Stretch an ionic crystal by 1 % along every axis and its volume grows by about 3 %, while the electrostatic potential that the ions set up at each site weakens by 1 %. This is so because the potential of a charge goes as one over the distance, and every distance has grown by the same factor. The scaling needs no knowledge of the bonds. It only needs ions that keep their charges while they move apart.

In BaTiO₃ this potential acts on the band gap, the energy between the highest filled and the lowest empty level. The highest filled levels belong mainly to oxygen 2p orbitals, the lowest empty ones mainly to titanium 3d orbitals. An oxygen ion has positive ions as its nearest neighbours, and they hold its electrons down in energy. A titanium ion is surrounded by negative oxygen ions, which push up any electron placed on it. The ionic lattice thus prises the two sets of levels apart, and a stretched lattice does so less strongly. The gap should shrink as the cell grows.

Unrelaxed ten-atom cells of BaTiO₃ (space group R3m), computed with Ansatz 0.2.0 using the r2SCAN functional, PAW datasets and plane waves up to 500 eV, scalar-relativistic and with collinear spin. Positive pressure means compression. The k-meshes of cells 9 and 10 are shifted by half a step; all others include Γ.

| cell | volume (Å³/atom) | shortest distance at Ba (Å) | pressure (GPa) | band gap on the mesh (0: none) (eV) | Bader charge of Ba (e) | k-mesh | largest force (eV/Å) |
| --- | --- | --- | --- | --- | --- | --- | --- |
| 1 | 12.37 | 2.752 | 9.3 | 2.92 | 1.57 | 3x3x5 | 0.48 |
| 2 | 12.43 | 2.753 | 8.0 | 2.92 | 1.57 | 5x5x3 | 0.33 |
| 3 | 12.56 | 2.752 | 5.8 | 2.80 | 1.57 | 3x3x5 | 0.18 |
| 4 | 12.68 | 2.774 | 4.5 | 2.93 | 1.57 | 5x5x3 | 0.24 |
| 5 | 12.70 | 2.773 | 3.8 | 2.80 | 1.57 | 3x5x3 | 0.11 |
| 6 | 12.80 | 2.781 | 2.3 | 2.77 | 1.58 | 3x5x3 | 0.10 |
| 7 | 12.97 | 2.795 | 0.2 | 2.86 | 1.58 | 5x3x5 | 0.12 |
| 8 | 13.22 | 2.810 | -3.3 | 2.68 | 1.58 | 3x3x5 | 0.30 |
| 9 | 13.26 | 2.802 | -3.9 | 2.73 | 1.58 | 5x5x3 | 0.42 |
| 10 | 13.33 | 2.818 | -4.5 | 2.78 | 1.58 | 3x3x5 | 0.40 |

From the smallest cell to the largest the gap does fall, from 2.92 to 2.78 eV, but the path is ragged: on the way down the table it rises four times. Cells 4 and 5 show the problem best. Their volumes are almost equal, yet their gaps differ by 0.13 eV. Something other than volume is at work, and the effect of volume has to be read from cells that are otherwise alike.

Cells 5, 6 and 8 come closest to that. Their k-meshes, the grids of electron waves on which the levels are computed, are equivalent, and the shortest distance from barium to oxygen is nearly the same fraction of the cell edge in all three. Here the gap falls at every step. It loses 0.12 eV while the volume grows by 4.1 %, or about 0.03 eV for each per cent of volume.

A simple reference line follows from this. Since the scaling argument speaks of relative changes, the gap is taken to change in proportion to the logarithm of the volume V per atom. Cells 5 and 8 fix the line:

slope = (2.68 − 2.80) eV / ln(13.22/12.70) = −3.0 eV

gap on the line = 2.80 eV − 3.0 eV × ln(V / 12.70 Å³)

Cell 6, which had no part in fixing the line, lies within 0.01 eV of it. Cells 4 and 7, which share another kind of mesh, sit well above the line but run nearly parallel to it, with a slope of −3.1 eV. Two separate groups of cells therefore give the same response to volume, within the rounding of the gaps. What differs between the groups is an offset.

The charges support the picture of unchanged ions moving apart. The Bader charge of barium, obtained by dividing the electron density among the atoms, stays at 1.57 to 1.58 e throughout. Titanium and oxygen keep their charges just as well in cells 3 and 8, where they were also worked out. This fits an effect of distance rather than of charge transfer, though constant charges alone do not establish the cause.

The scaling argument predicts the direction of the change better than its size. The potentials at the titanium and oxygen sites differ by tens of volts, so a 1 % stretch would shift the levels by a few tenths of an electronvolt. The calculated change is only about 0.09 eV for the corresponding 3 % of volume. Stretching also moves the oxygen ions away from each other, which narrows the oxygen band and lowers its top. That opens the gap again, but it is expected to cancel only a small part of the electrostatic effect. The ions are not rigid point charges either, and these runs do not show what takes up the rest. The electrostatic argument therefore accounts for the sign of the change, not for its size.

The offsets come first of all from the mesh. An electron in a crystal is a wave, and its energy depends on how the wave changes from one cell to the next. The gap is the distance from the highest point of the filled bands to the lowest point of the empty ones. A mesh that passes either point by finds a filled level that is too low or an empty level that is too high. For given bands, its gap can therefore be too large but never too small.

In cubic BaTiO₃, which these slightly distorted cells resemble, the filled bands are known to peak at a point called R. There the wave changes sign from one five-atom unit to the next along all three axes. Each computed cell holds two such units, and how they are stacked decides how close the mesh comes to R. In cells 2, 4, 7 and 9 the units are stacked along one axis, so the alternation along that axis fits inside the cell and an unshifted mesh catches it exactly, while the other two axes are missed. In the remaining cells the units are joined along a diagonal, which catches the alternation along two axes and misses only one.

Cell 2 shows what this costs. It has the stacked shape, but its relative barium–oxygen distance is that of cells 5 and 8. The line gives for its volume

2.80 eV − 3.0 eV × ln(12.43/12.70) = 2.86 eV

whereas the calculation gives 2.92 eV. The excess of about 0.06 eV has the sign expected from a mesh that passes farther from R. Its size rests on this one cell, which lies somewhat outside the range of volumes between cells 5 and 8.

The mesh does not explain everything, because cell 1 has the favourable shape and still lies about 0.04 eV above the line. Here the positions of the atoms come in. The cells were computed as they stood, without letting the atoms settle, and the atoms do not occupy exactly the same relative places in each. Cells 4 and 5 reveal this at nearly equal volume: the largest force on an atom is about twice as great in cell 4. The pressure also differs by 0.7 GPa, where the small step in volume would account for only 0.3 GPa.

Cells 1, 4 and 7 appear to belong together in this respect. Their shortest barium–oxygen distance is a slightly larger fraction of the cell edge than in the other cells. The difference is hardly greater than the rounding of the distances, but the pressures sort the cells in the same way: cells 1, 4 and 7 lie above a smooth curve through cells 2, 5, 6, 8 and 10, and cells 3 and 9 lie below it. The gaps agree with this grouping. Cell 1 carries the effect of positions alone and cell 2 that of the mesh alone, and their offsets add up to 0.10 eV. Cells 4 and 7 should carry both, and they lie 0.12 eV above the line on average.

Why should atomic positions matter to the gap? In the cubic crystal titanium sits midway between oxygen ions. At the lowest point of the empty bands, the contributions of two opposite oxygen neighbours to mixing with the titanium 3d orbital cancel. When titanium moves off centre, one bond becomes shorter than the other and the cancellation fails. The oxygen and titanium levels then mix and repel each other, which pushes the empty level up and widens the gap. This repulsion is expected to weaken as the bonds lengthen, so it may also contribute to the decline with volume; the runs do not separate it from the electrostatic part.

Titanium is indeed off centre in cells 3 and 8, where three of its six bonds to oxygen are about an eighth longer than the other three. That it sits still farther off centre in cells 1, 4 and 7 is inferred, not read from positions. It would explain their wider gaps, and it fits their higher pressures and the larger forces in the compressed cells 1 and 4, as expected when a more distorted crystal is squeezed. Cell 3 departs in the other direction, about 0.03 eV below the line. Its relative barium–oxygen distance is clearly smaller than in cells 5 and 8, and its titanium sits slightly less far off centre than in cell 8, so atomic positions are the likely reason here too.

The last two rises, at cells 9 and 10, have a further source. Their meshes are shifted by half a step and so leave out Γ, the point where the wave repeats unchanged from cell to cell. In cells 3 and 8 this is where the lowest empty level lies. Cell 10 makes a good comparison with cell 8, because the shape and the relative barium–oxygen distance are the same. Its greater volume should lower the gap slightly, but the gap rises by 0.10 eV.

Cell 9 is lifted less. Part of this probably lies in its atomic positions, since it shares the small relative barium–oxygen distance of cell 3, whose gap lies below the line. The shape of the titanium orbitals suggests a further reason. Each of the three lowest 3d orbitals spreads its lobes in one plane and interacts little with neighbours above and below that plane. The mesh of cell 9 is displaced from Γ along a single axis, and one of the three orbitals hardly notices. The mesh of cell 10 is displaced along a diagonal, which raises all three. Both meshes also pass R at a greater distance than the unshifted ones, so the filled side contributes to their wide gaps as well. For cell 9 the band edges point to the filled side almost alone. Going by cells 3 and 8, the small step in volume from cell 8 should lower the empty edge by about 0.05 eV and the filled edge by about 0.04 eV. The empty edge falls by 0.07 eV, and the filled one by 0.13 eV.

The raggedness thus has an order. The first two rises, at cells 4 and 7, occur where the table passes from a diagonal cell to a stacked one and, at the same time, to different atomic positions. The third, at cell 9, comes with a stacked cell whose shifted mesh passes farthest from R. The last, at cell 10, comes with a mesh that leaves out Γ along a diagonal and also passes farther from R than the mesh of cell 8. Beneath them runs one steady decline with volume.

For practical use, this means that the cell nearest to rest is not automatically the best source for the gap. Cell 7 is almost free of pressure and has a gap of 2.86 eV, while the line gives 2.74 eV at the same volume. Part of that difference comes from the mesh and would vanish on a finer one; the part that comes from atomic positions may be real. The functional errs in the opposite direction, since r2SCAN usually makes the gaps of oxides too small. The change with volume among like cells is more dependable than any single gap, because much of both errors is common to them.

The slope itself holds for a crystal that is scaled almost rigidly. In the compressed cell 3 the forces drive titanium and oxygen back towards the centred arrangement, and in the expanded cell 8 they drive them farther from it. A crystal free to follow these forces would become more polar as it expands. If off-centring widens the gap as argued above, such a crystal would lose less of its gap than the rigid cells do. The same two questions give a first guess for a related oxide with empty metal d levels above filled oxygen levels: how far do the ions move apart, and does the metal ion move off centre as they do so?
